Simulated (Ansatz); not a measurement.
**LiF: response to strain**

LiF is deformed so: equal xy, yz and zx engineering shear strains of -1 %. What stress and forces result, by LAPW, PAW and all-electron datasets made for the crystal?

Program: Ansatz 0.2.0. Level of theory: DFT PBE, scalar-relativistic. These are calculated values, not measurements.

## (1) The structure to begin with

Symmetry: Fm-3m, No. 225, cubic system. Conventional cell: a = 4.028 Å, b = 4.028 Å, c = 4.028 Å, α = 90.00°, β = 90.00°, γ = 90.00°. Around Li (site symmetry m-3m) lie 6 F at 2.01 Å. Around F (site symmetry m-3m) lie 6 Li at 2.01 Å.

Structure file:

```cif
data_structure
_symmetry_space_group_name_H-M 'Fm-3m'
_symmetry_Int_Tables_number 225
_cell_length_a 4.0280
_cell_length_b 4.0280
_cell_length_c 4.0280
_cell_angle_alpha 90.000
_cell_angle_beta 90.000
_cell_angle_gamma 90.000
_cell_volume 65.35
loop_
_atom_site_label
_atom_site_type_symbol
_atom_site_symmetry_multiplicity
_atom_site_Wyckoff_symbol
_atom_site_fract_x
_atom_site_fract_y
_atom_site_fract_z
_atom_site_occupancy
Li1 Li 4 a 0.00000 0.00000 0.00000 1
F1 F 4 b 0.50000 0.00000 0.00000 1
```

The file gives the conventional cell by its symmetry; the runs use the cell typed in the input.

Atoms are numbered in the order of the input: Li1, F2.

## (2) After the deformation

Space group Fm-3m before, R-3m after.

## (3) All-electron LAPW

Contents of input.yaml:

```yaml
crystal:
  lattice:
    - [-0.02014, 2.00393, 2.00393]
    - [2.00393, -0.02014, 2.00393]
    - [2.00393, 2.00393, -0.02014]
  atoms:
    - { symbol: Li, position: [0.0, 0.0, 0.0] }
    - { symbol: F, position: [0.5, 0.5, 0.5] }
kpoints:
  mp_grid: { grid: [10, 10, 10] }
  band_path:
    path:
      - [0.0, 0.0, 0.0]
      - [0.5, 0.5, 0.5]
      - [0.2525443832, 0.5, 0.7474556168]
      - [-0.2525443832, 0.2525443832, 0.5]
      - [0.0, 0.0, 0.5]
      - [0.0, 0.0, 0.0]
      - [-0.3762721916, 0.0, 0.3762721916]
      - [0.0, 0.3762721916, 0.6237278084]
      - [0.0, 0.5, 0.5]
    npoints: 5
scf:
  occupations: { method: fermi_dirac, width: 0.03 }
hamiltonian:
  xc: pbe
  pseudopotentials: { kind: all_electron, lapw: { basis_error: 0.001 } }
output:
  forces: true
  stress: true
  eigenvalues: true
```

Launch:

```console
ansatz run input.yaml --threads 1 --pin off --max-ram 3072MiB --backend cpu --events-out ev --progress --plain --runs-dir out
```

## (4) PAW on the default files

Contents of input.yaml:

```yaml
crystal:
  lattice:
    - [-0.02014, 2.00393, 2.00393]
    - [2.00393, -0.02014, 2.00393]
    - [2.00393, 2.00393, -0.02014]
  atoms:
    - { symbol: Li, position: [0.0, 0.0, 0.0] }
    - { symbol: F, position: [0.5, 0.5, 0.5] }
kpoints:
  mp_grid: { grid: [10, 10, 10] }
scf:
  occupations: { method: fermi_dirac, width: 0.03 }
hamiltonian:
  xc: pbe
  pseudopotentials: { kind: paw }
output:
  forces: true
  stress: true
  eigenvalues: true
  efg: { contact_densities: true }
```

## (5) All-electron PAW on datasets made for the crystal

input.yaml: that of step 4 with these lines changed.

```diff
@@ -14,3 +14,3 @@
   xc: pbe
-  pseudopotentials: { kind: paw }
+  pseudopotentials: { kind: all_electron, datasets: crystal }
 output:
```

(Steps that only read results are left out.)

What does the calculation give? Wanted: pressure; largest shear or deviatoric stress.

The runs gave:

```
                                 quantity                                           value
                                 pressure  LAPW 2.02, PAW 2.13, crystal datasets 2.02 GPa
largest shear or deviatoric stress (LAPW)                                        0.61 GPa
```

**Reading.** The largest part of the stress beyond the pressure is 0.61 GPa in size; the atoms are carried along and not relaxed. No run of the undeformed cell stands beside it, so the pressure holds what the given cell had before the change. PAW: stress within 0.10 GPa of LAPW. Crystal datasets: stress within 0.01 GPa of LAPW.
